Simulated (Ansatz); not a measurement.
# two structures of Pd: a comparison of enthalpies under pressure

Run with the Python package of Ansatz (0.2.0).

The script, `pd_transition.py`:
```python
'''Pressure at which two phases of Pd cross.'''

import csv
import warnings

import ansatz as az
import numpy as np


def fcc(a_site, a):
    return (
        az.Lattice.fcc(a)
        .space_group(225)
        .atom(a_site, (0, 0, 0))
        .primitive()
    )


def sc(first, a):
    return (
        az.Lattice.cubic(a)
        .space_group(221)
        .atom(first, (0, 0, 0))
    )


def run_phase(name, crystal, pressure=0.0):
    calc = (
        crystal.calculation()
        .basis(520)
        .kpoints(spacing=0.27)
        .occupations('gaussian', width=0.1)
    )
    calc = calc.relax(force_tolerance=0.01, max_steps=60, cell=True, pressure=pressure)
    return calc.run()


def volume_per_atom(outcome):
    return abs(np.linalg.det(outcome.lattice.cell_ang)) / len(outcome.lattice.sites)


def main() -> None:
    warnings.simplefilter('ignore', az.DeckWarning)

    phases = {}
    phases['fcc'] = fcc('Pd', 3.89)
    phases['sc'] = sc('Pd', 2.53)

    # enthalpy per atom at each pressure
    pressures = [0, 20, 40, 60]
    enthalpy, volume = {name: [] for name in phases}, {name: [] for name in phases}
    for p in pressures:
        for name, crystal in phases.items():
            o = run_phase(name, crystal, pressure=p)
            volume[name].append(volume_per_atom(o))
            enthalpy[name].append(o.report['energy_sigma0_ev'] / len(o.lattice.sites) + p * volume[name][-1] / 160.21766)
    gap = np.array(enthalpy['sc']) - np.array(enthalpy['fcc'])
    rows = [(p, va, vb, 1000 * d) for p, va, vb, d in zip(pressures, volume['fcc'], volume['sc'], gap)]
    with open('transition.csv', 'w', newline='') as handle:
        writer = csv.writer(handle)
        writer.writerow(['P (GPa)', 'V fcc (A^3/atom)', 'V sc (A^3/atom)', 'H(sc) - H(fcc) (meV/atom)'])
        writer.writerows([round(v, 4) if isinstance(v, float) else v for v in row] for row in rows)
    print(open('transition.csv').read())
    crossings = [p0 - g0 * (p1 - p0) / (g1 - g0) for p0, p1, g0, g1 in zip(pressures, pressures[1:], gap, gap[1:]) if g0 * g1 < 0]
    print('crossing near', [round(float(p), 1) for p in crossings], 'GPa') if crossings else print('no crossing in this range')


if __name__ == '__main__':
    main()
```

Running `python pd_transition.py` prints:
```text
P (GPa),V fcc (A^3/atom),V sc (A^3/atom),H(sc) - H(fcc) (meV/atom)
0,15.3504,17.8421,481.6151
20,13.9939,15.8077,743.5669
40,13.1326,14.6527,949.269
60,12.5026,13.8526,1127.4753

no crossing in this range
```

Caveats:
- The run is spin-unpolarised.
- At a fixed pressure a relaxation lowers the enthalpy F + PV, while F alone can rise.
- No functional is typed, so the default, PBE, holds.
- Only these two structures are compared, at zero temperature and with their symmetry kept; either may be hypothetical, and another phase may be lower than both. Differences under about 40 meV an atom lie within the error of mesh and functional.
- The cells are prototypes set up for this calculation and needn't exist.
- Hardware and time: 35 s on 1 thread of Arm Neoverse V1, on a shared host, peak memory 0.36 GiB.

(Lines on the test bed's own set-up are left out of the output.)
